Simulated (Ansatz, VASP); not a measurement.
# Si11BHO24 (B-H pair in alpha-quartz): VASP beside Ansatz, part 2 of 2

One calculation is typed for both programs; each brings its own data sets. How far apart do they land? The cell is taken from a series of runs on this material, whose earlier steps may have relaxed, scaled, displaced or heated it; both programs get it as it stands.

VASP 6.6.1 and Ansatz 0.2.0.

So far. Step 2 (VASP: single point, HSE06): The run ends at a pressure of 0.40 GPa, with forces up to 27 eV/Å.

## 3. Ansatz: single point, HSE06

Level of this step: Ansatz beside VASP: Kohn-Sham DFT, plane waves, HSE06 (Ansatz).

Ansatz runs on its default PAW (the set named soft_2) files.

The same cell, functional, mesh and smearing now go to Ansatz.

The input, input.yaml:

```yaml
crystal:
  lattice:
    - [-2.50916922, 4.34600857, 5.50897409]
    - [5.01833844, 0.0, 5.50897409]
    - [5.01833844, 8.69201714, 0.0]
  atoms:
    - { symbol: Si, position: [0.079878246, 0.578030797, 0.454158666] }
    - { symbol: Si, position: [0.59111398, 0.073638567, 0.200491929] }
    - { symbol: Si, position: [0.412904012, 0.932305559, 0.025029918] }
    - { symbol: Si, position: [0.910394624, 0.423888354, 0.289072574] }
    - { symbol: Si, position: [0.004097364, 0.002801244, 0.249403223] }
    - { symbol: Si, position: [0.488738062, 0.495889479, 0.008623295] }
    - { symbol: O, position: [0.290961108, 0.475901162, 0.491170825] }
    - { symbol: O, position: [0.817992843, 0.99931606, 0.203842727] }
    - { symbol: O, position: [0.454393163, 0.005773994, 0.362259634] }
    - { symbol: O, position: [0.927072754, 0.531120836, 0.117395287] }
    - { symbol: O, position: [0.451265494, 0.699026067, 0.048654359] }
    - { symbol: O, position: [0.951084978, 0.191467142, 0.311801353] }
    - { symbol: O, position: [0.188205614, 0.013925121, 0.106756256] }
    - { symbol: O, position: [0.698378018, 0.509398719, 0.386545355] }
    - { symbol: O, position: [0.067807585, 0.46986496, 0.343588067] }
    - { symbol: O, position: [0.559489706, 0.975905024, 0.091403402] }
    - { symbol: O, position: [0.055954979, 0.808829571, 0.376628282] }
    - { symbol: O, position: [0.535617875, 0.310464824, 0.143244267] }
    - { symbol: Si, position: [0.075890802, 0.580009262, 0.956900987] }
    - { symbol: Si, position: [0.604285046, 0.09166528, 0.692984686] }
    - { symbol: Si, position: [0.432089835, 0.908451553, 0.534912577] }
    - { symbol: Si, position: [0.898964187, 0.42855332, 0.7811262] }
    - { symbol: Si, position: [0.01295076, -0.005452058, 0.752431015] }
    - { symbol: B, position: [0.591271004, 0.502445463, 0.527657856] }
    - { symbol: O, position: [0.298284009, 0.487553706, 0.970274891] }
    - { symbol: O, position: [0.825633228, 0.993234104, 0.707048897] }
    - { symbol: O, position: [0.451888157, 0.044330551, 0.852649735] }
    - { symbol: O, position: [0.916115722, 0.545307886, 0.610234746] }
    - { symbol: O, position: [0.496389171, 0.671767804, 0.570651373] }
    - { symbol: O, position: [0.975253152, 0.196922235, 0.793534827] }
    - { symbol: O, position: [0.204395685, -0.029955872, 0.618442322] }
    - { symbol: O, position: [0.673378413, 0.482906927, 0.867716019] }
    - { symbol: O, position: [0.036388592, 0.489556238, 0.846118047] }
    - { symbol: O, position: [0.562268734, 0.994227855, 0.588620653] }
    - { symbol: O, position: [0.043490895, 0.814510385, 0.893779716] }
    - { symbol: O, position: [0.578301493, 0.327047256, 0.631885421] }
    - { symbol: H, position: [0.288120385, 0.451018677, 0.570393211] }
basis:
  ecutwfc: 420
  xc_grid: 2
hamiltonian:
  xc: hse06
kpoints:
  mp_grid: { grid: [1, 1, 1] }
scf:
  occupations: { method: fermi_dirac, width: 0.01 }
  max_iter: 120
output:
  forces: true
checkpoint:
  read: "../relax.run"
```

Run with:

```console
$ ansatz run input.yaml --threads 2 --pin off --max-ram 3768MiB --backend cpu --events-out ev --progress --plain --runs-dir out
```

Numbers of over 12 decimals in the logs are rounded to 6 here.

Output:

```text
Warning: checkpoint.read: the run can stay near the saved state's solution: 2 site(s) moved relative to the saved geometry (max |Δs| = 2.097e-2 fractional); the SCF starts from the saved state under `checkpoint.density_extrapolation: transplant`, in force with no word given; its orbitals are not used off its sites. A run without `checkpoint.read` takes nothing of the state. A lower free energy from it at the same positions (and U, V and field ramp, if any) shows a solution that this start missed, and an equal or higher one rules none out (checkpoint.read, Limitations, in the input reference)
exact exchange: scf.exx.singularity resolves to wigner_seitz, which cuts the screened interaction at the faces of the exchange supercell's Wigner-Seitz cell, so that each pair interacts once, at the shortest of its separations (the periodic images that this leaves out come, for a point-like exchange hole, to about 0.070 eV on a filled level). The cut falls within the interaction's reach, and what an exchange supercel [...]
Engine: ansatz 0.2.0, x86_64-unknown-linux-gnu
Pseudopotentials: kind: paw
Pseudopotential: Si, paw, valence charge 4, recommended cutoff 420 eV (normal), Si.paw.azcp
Pseudopotential: O, paw, valence charge 6, recommended cutoff 420 eV (normal), O.paw.azcp
Pseudopotential: B, paw, valence charge 3, recommended cutoff 420 eV (normal), B.paw.azcp
Pseudopotential: H, paw, valence charge 1, recommended cutoff 420 eV (normal), H.paw.azcp
Functional definition: HSE06
  parameter a = 0.25
  parameter omega = 0.11/bohr
  exchange = pbe_x - a*pbe_x_sr(omega) + a*exact_x_sr(omega)
  correlation = pbe_c
Crystal: 37 atoms, lattice volume = 480.597 Å³
Basis set: ecut = 420 eV, 9403 PW (Γ), exchange–correlation on 100×100×144 points (8 copies of the dense FFT grid, shifted against one another)
Bands: 133, of which v1, the nominal top of the filled ones, is band 96 counted from 1 (95 counted from 0)
Symmetry: 1 space group operations
Space group: P1 (ITA 1), of the structure as read, at distance tolerance 7.8e-5 Å
k-points: 1
Non-local potential: Si, projectors of the file, l = 0: 2, l = 1: 2, l = 2: 2
Non-local potential: O, projectors of the file, l = 0: 2, l = 1: 2, l = 2: 1
Non-local potential: B, projectors of the file, l = 0: 2, l = 1: 2, l = 2: 1
Non-local potential: H, projectors of the file, l = 0: 2, l = 1: 1
PAW form: soft (Blöchl's): semilocal exchange-correlation on the pseudo side does not see the compensation charge
PAW frozen core: Si, regenerated for the run's functional, and the local potential with it (the file was generated under x = pbe(κ = 0.804, μ = 0.219515), c = pbe(β = 0.066725))
PAW frozen core: O, regenerated for the run's functional, and the local potential with it (the file was generated under x = pbe(κ = 0.804, μ = 0.219515), c = pbe(β = 0.066725))
PAW frozen core: B, regenerated for the run's functional, and the local potential with it (the file was generated under x = pbe(κ = 0.804, μ = 0.219515), c = pbe(β = 0.066725))
PAW one-centre angular grid: Si, 110 points (default); XC on 64 Gauss nodes
PAW one-centre angular grid: O, 110 points (default); XC on 96 Gauss nodes
PAW one-centre angular grid: B, 110 points (default); XC on 64 Gauss nodes
PAW one-centre angular grid: H, 110 points (default); XC on 64 Gauss nodes
Initial density: read from a saved state, or passed on in memory by an earlier SCF of this step, an earlier step, the calling program or the single point that the run made first, carried with its atoms to this geometry
Initial wavefunctions: pseudopotential atomic-orbital guess
Functional: x = pbe(κ = 0.804, μ = 0.219515), c = pbe(β = 0.066725), warm-up for x = pbe(κ = 0.804, μ = 0.219515) + 0.25 (exact − pbe) at short range (hse, ω = 0.207870 Å⁻¹), c = pbe(β = 0.066725); HSE06 as pw.x's `hse` composes it (authors' and Libxc's form: `xc: wpbeh`)
iter 1 solved again at ethr=4.75e-4 eV; its pass at ethr=1.00e-1 eV (dr2=9.12e-1 eV) is discarded
SCF iter   1: F=—  HF=-20820.984168 eV  |F-HF|=—  |Δ(HF+E_count)|=         —  Δρ=1.89e-2  dr2=8.87e-1  ethr=4.75e-4  ⟨swp⟩=20.0  Hψ=927  notcnv=1
preconditioner: auto → none  [insulator: Δε(μ)=5.718 eV  Ē_g=16.874 eV  σ=0.010 eV  W_gap=1.00  n_scr=102 (ndim 8)  ℏωp=23.5 eV  f_vac=0.181  D(μ)=0.00/eV (n_scr^D=0)]
SCF iter   2: F=—  HF=-20820.761986 eV  |F-HF|=—  |Δ(HF+E_count)|=   2.22e-1  Δρ=8.46e-3  dr2=1.67e-1  ethr=4.62e-4  ⟨swp⟩=6.0  Hψ=358  notcnv=0
SCF iter   3: F=—  HF=-20820.723558 eV  |F-HF|=—  |Δ(HF+E_count)|=   3.84e-2  Δρ=3.72e-3  dr2=2.37e-2  ethr=8.71e-5  ⟨swp⟩=5.0  Hψ=353  notcnv=0
SCF iter   4: F=—  HF=-20820.720972 eV  |F-HF|=—  |Δ(HF+E_count)|=   2.59e-3  Δρ=1.44e-3  dr2=4.26e-3  ethr=1.23e-5  ⟨swp⟩=6.0  Hψ=314  notcnv=0  defer=1
iter 5 solved again at ethr=9.31e-8 eV; its pass at ethr=2.22e-6 eV (dr2=1.79e-4 eV) is discarded
SCF iter   5: F=-20820.720323 eV  HF=-20820.720321 eV  |F-HF|=2.51e-6  |Δ(HF+E_count)|=   6.51e-4  Δρ=3.26e-4  dr2=1.76e-4  ethr=9.31e-8  ⟨swp⟩=4.0  Hψ=575  notcnv=0  defer=1
SCF 1 stopped early in 5 iterations: F = -20820.720323 eV  dr2 = 1.76e-4
  greatest PAW one-centre occupation: 0.880 electrons in one spin orbital (limit 2), on the O atom at site 6 (counted from 0), in its partial waves of l = 0
Initial density: handed on by an earlier stage of this run
[...]
preconditioner: auto → none  [insulator: Δε(μ)=7.624 eV  Ē_g=19.394 eV  σ=0.010 eV  W_gap=1.00  n_scr=102 (ndim 8)  ℏωp=23.5 eV  f_vac=0.170  D(μ)=0.00/eV (n_scr^D=0)]
SCF iter   2: F=—  HF=-20824.577310 eV  |F-HF|=—  |Δ(HF+E_count)|=   5.80e-2  Δρ=3.10e-3  dr2=1.81e-2  ethr=9.14e-7  ⟨swp⟩=5.0  Hψ=531  notcnv=0
SCF iter   3: F=—  HF=-20824.635173 eV  |F-HF|=—  |Δ(HF+E_count)|=   5.79e-2  Δρ=1.40e-3  dr2=6.85e-3  ethr=9.14e-7  ⟨swp⟩=6.0  Hψ=505  notcnv=0
SCF iter   4: F=—  HF=-20824.632974 eV  |F-HF|=—  |Δ(HF+E_count)|=   2.20e-3  Δρ=2.28e-4  dr2=2.18e-4  ethr=9.14e-7  ⟨swp⟩=4.0  Hψ=361  notcnv=0
SCF iter   5: F=—  HF=-20824.633760 eV  |F-HF|=—  |Δ(HF+E_count)|=   7.86e-4  Δρ=1.73e-4  dr2=1.23e-4  ethr=5.81e-8  ⟨swp⟩=6.0  Hψ=375  notcnv=0
SCF iter   6: F=-20824.633716 eV  HF=-20824.633724 eV  |F-HF|=8.26e-6  |Δ(HF+E_count)|=   3.55e-5  Δρ=4.67e-5  dr2=1.26e-5  ethr=5.81e-8  ⟨swp⟩=3.0  Hψ=313  notcnv=0
SCF 2 stopped early in 6 iterations: F = -20824.633716 eV  dr2 = 1.26e-5
  Residual-converged pass: ⟨swp⟩=4.0  Hψ=404  notcnv=0  max |occ|·‖R‖ = 5.4e-6 eV (tolerance 6.7e-6 eV)  dr2=1.30e-5  dr2_onsite=4.67e-7  max |Δocc| = 0.0e0
  greatest PAW one-centre occupation: 0.884 electrons in one spin orbital (limit 2), on the O atom at site 6 (counted from 0), in its partial waves of l = 0
hybrid outer 1: dexx = +6.535e-2 eV, tail = 7.48e-5 eV
Exchange kernel: α = 0.2500, screened, ω = 0.2079 Å⁻¹, Wigner–Seitz truncation, v(0) = 764.3003 eV·Å³, q-mesh 1×1×1, nearest image of the exchange supercell L = 7.45 Å, pair-density grid 36×36×45, without the augmentation charges, whose exchange is taken in its separable form (sized by the pseudopotential files, 48×48×64 at the most)
Frozen-core exchange: fock
SCF iter   1: F=—  HF=-20824.632896 eV  |F-HF|=—  |Δ(HF+E_count)|=         —  Δρ=2.77e-5  dr2=2.07e-6  ethr=1.95e-7  ⟨swp⟩=9.0  Hψ=389  notcnv=0
preconditioner: auto → none  [insulator: Δε(μ)=7.611 eV  Ē_g=19.371 eV  σ=0.010 eV  W_gap=1.00  n_scr=102 (ndim 8)  ℏωp=23.5 eV  f_vac=0.180  D(μ)=0.00/eV (n_scr^D=0)]
SCF iter   2: F=—  HF=-20824.632896 eV  |F-HF|=—  |Δ(HF+E_count)|=   1.54e-7  Δρ=9.95e-6  dr2=2.09e-7  ethr=8.82e-10  ⟨swp⟩=3.0  Hψ=300  notcnv=0
SCF iter   3: F=—  HF=-20824.632897 eV  |F-HF|=—  |Δ(HF+E_count)|=   1.13e-6  Δρ=8.04e-6  dr2=2.09e-7  ethr=6.00e-11  ⟨swp⟩=7.0  Hψ=467  notcnv=0  defer=2
SCF iter   4: F=-20824.632897 eV  HF=-20824.632897 eV  |F-HF|=1.81e-8  |Δ(HF+E_count)|=   5.67e-8  Δρ=2.27e-6  dr2=2.00e-8  ethr=6.00e-11  ⟨swp⟩=4.0  Hψ=338  notcnv=0
SCF 3 converged in 4 iterations: F = -20824.632897 eV  dr2 = 2.00e-8
  Residual-converged pass: ⟨swp⟩=2.0  Hψ=229  notcnv=0  max |occ|·‖R‖ = 5.9e-6 eV (tolerance 6.3e-6 eV)  dr2=2.02e-8  dr2_onsite=1.21e-9  max |Δocc| = 0.0e0
hybrid outer 2: dexx = +1.075e-6 eV, tail = 5.18e-8 eV, Δε = 1.17e-3 eV (about 3.24e-5 eV left of the loop's levels), ΔF = 4.00e-3 eV/Å (tail 2.58e-4)
hybrid SCF converged: 2 outer / 10 inner (+5 warm-up), last move |dexx| = 1.07e-6 eV, tail = 5.18e-8 eV
Stability not checked: this state was not tested for a lower state beside it, because the functional holds exact exchange (a hybrid, or Hartree-Fock), whose exchange loop this test does not read (fock_operator; see scf.lower_state_search)
Free energy (F): -20824.632897 eV
Frozen-core exchange: fock
Harris-Foulkes:  -20824.632897 eV  (|F-HF|=1.81e-8)
Internal energy: -20824.632897 eV  (E = F + TS)
E sigma→0 (E₀):  -20824.632897 eV
Fermi energy:    4.329948 eV
--- Per-component energies (eV) ---
  E_band       = -1319.765020
  E_kinetic    = 4876.941303
  E_local      = -12614.980301  (includes V_loc(G=0)·N_el)
  E_nonlocal   = 1401.729969
  E_hartree    = 4576.783698
  E_xc         = -1957.462116
  E_vxc        = -2269.275651  (∫ρ·V_xc dr)
  E_exx        = -554.520984  (= α·E_x^exact, valence–valence)
  E_paw        = -9472.885174  (= ΣΔE_a)
  E_vpaw       = -758.769461  (= ΣTr[D̂ρ^β])
  E_aug_tail   = 0.060039  (compensation charges beyond the density's cutoff)
  E_ewald      = -7078.996660
  E_core_change = -1.302673  (= ΣΔE_core)
  E_smearing   = -0.000000  (= −TS)
  E_closure    = 0.000002  (closes the sum)
  Σ components = -20824.632897   (vs F -20824.632897, Δ=3.64e-12)
--- Forces (eV/Å), atoms counted from 1 ---
  atom   1  Si    -0.11618953    -0.13165270     0.05352986
  atom   2  Si    -0.00514746    -0.01827301     0.00001420
  atom   3  Si    -0.01793223    -0.03477320     0.02352702
  atom   4  Si    -0.00324058    -0.04690012    -0.02561919
  atom   5  Si     0.00437168    -0.04947778     0.03282483
  atom   6  Si    -0.00816911    -0.03066446    -0.00130970
  atom   7  O     -8.67326892   -22.30159797     4.70969339
  atom   8  O     -0.00386138     0.01844319     0.00192115
  atom   9  O      0.00475866    -0.00646452    -0.00008052
  atom  10  O      0.01676174     0.02979343    -0.01188678
  atom  11  O      0.00590574     0.01061442    -0.00495471
  atom  12  O     -0.00240072     0.00844640    -0.00194073
  atom  13  O      0.01522921     0.01516690    -0.01877024
  atom  14  O     -0.01445501    -0.02087784     0.01599727
  atom  15  O      0.02259354     0.09361966     0.05332097
  atom  16  O      0.00604845     0.01405256     0.00111094
  atom  17  O     -0.05218278     0.08274191    -0.03356776
  atom  18  O      0.00167992     0.01277055    -0.00438342
  atom  19  Si    -0.05731486    -0.05251016    -0.00616872
  atom  20  Si     0.08695893    -0.03080500     0.03163787
  atom  21  Si    -0.00121299     0.03266762    -0.00649784
  atom  22  Si     0.00050184     0.12368920     0.02076637
  atom  23  Si     0.01430291     0.01019878    -0.01586513
  atom  24  B      0.01135436     0.11287297    -0.07876751
[...]
atom  30  O     -0.00233195    -0.01470836    -0.00458864
  atom  31  O     -0.00654758    -0.01309261     0.01128774
  atom  32  O     -0.00234249    -0.00917996     0.00040856
  atom  33  O      0.05049137    -0.00325221    -0.02295434
  atom  34  O     -0.01709749    -0.01701181    -0.00918817
  atom  35  O      0.00787335     0.00184396     0.00847053
  atom  36  O     -0.04181137    -0.04766746     0.04362511
  atom  37  H      8.88090238    22.24347600    -4.86446482
  max |Σ_I F_I| component: 8.70e-5 eV/Å
--- Band table (eV) ---
  k-point 0: bands = [... 92 lower, 0.2043, 0.3159, 0.3275, 0.5244, 8.1355]
  guard bands above this table: 36 of the run's 133 bands. The solve was not asked for them (output.publish_guard_bands: true or output.eigenvalues: true publishes all)
```

In the SCF lines HF is the Harris–Foulkes energy and dr2 the Hartree energy of the density residual, in eV; the loop may stop once dr2 is under the threshold and the program's other checks hold. Hψ counts applications of the Hamiltonian.

## 4. Side by side

Known differences besides the potentials themselves: exact exchange at q = 0 is treated differently, which shows on coarse meshes; VASP keeps PBE cores, Ansatz makes them for the functional; the cutoff is 420 eV in Ansatz and 520 eV in VASP (PREC = Accurate, projectors in real space); VASP takes a coarser grid for exact exchange (PRECFOCK = Fast). Total energies have different zeros and are not compared.

Compared:

| quantity | Ansatz | VASP | difference |
| --- | --- | --- | --- |
| gap on the k mesh (eV) | 7.611 | 7.632 | -0.021 |

Forces on 7 of the 37 atoms, those with the largest forces and the largest differences (eV/Å; atoms numbered as in POSCAR):

| atom | Ansatz x, y, z | VASP x, y, z |
| --- | --- | --- |
| Si1 | -0.116, -0.132, 0.054 | -0.149, -0.179, 0.103 |
| Si10 | 0.001, 0.124, 0.021 | 0.011, 0.131, 0.008 |
| O12 | -8.673, -22.302, 4.710 | -9.598, -24.723, 5.210 |
| O20 | 0.023, 0.094, 0.053 | 0.041, 0.090, 0.044 |
| O27 | -0.096, -0.008, 0.107 | -0.113, 0.001, 0.108 |
| B36 | 0.011, 0.113, -0.079 | 0.049, 0.114, -0.097 |
| H37 | 8.881, 22.243, -4.864 | 9.830, 24.740, -5.371 |

The forces differ by 360 meV/Å r.m.s., which is 9.9 % of the r.m.s. force of 3.637 eV/Å (both taken over all components). A gap on the mesh is an upper bound, since the band edges may lie between its points.

## 5. What came out

| Quantity | Value |
| --- | --- |
| r.m.s. force difference (single point, HSE06) | 9.9 % of the r.m.s. force |

What this shows: The r.m.s. force difference is 9.9 % of the r.m.s. force (single point, HSE06), beyond the 3 % picked in this series as the mark of a large difference. What causes the difference of the single point, HSE06 pair stays open here. Such differences can come from data sets, numerical settings and the points named under the comparisons, not from the functional's error against experiment.

[Lines on the potential files, build, host, timing and source positions are cut from VASP's logs without a mark.]

[Logs are printed without paths, hosts, clocks, repeated set-up lines and the standing remarks that a program may print on its own settings, such as how far it seeks lower states.]

[Hosts, paths, dates, database ids (printed as entryN), source tags and the programs' standing remarks are cut or masked in the printed files.]
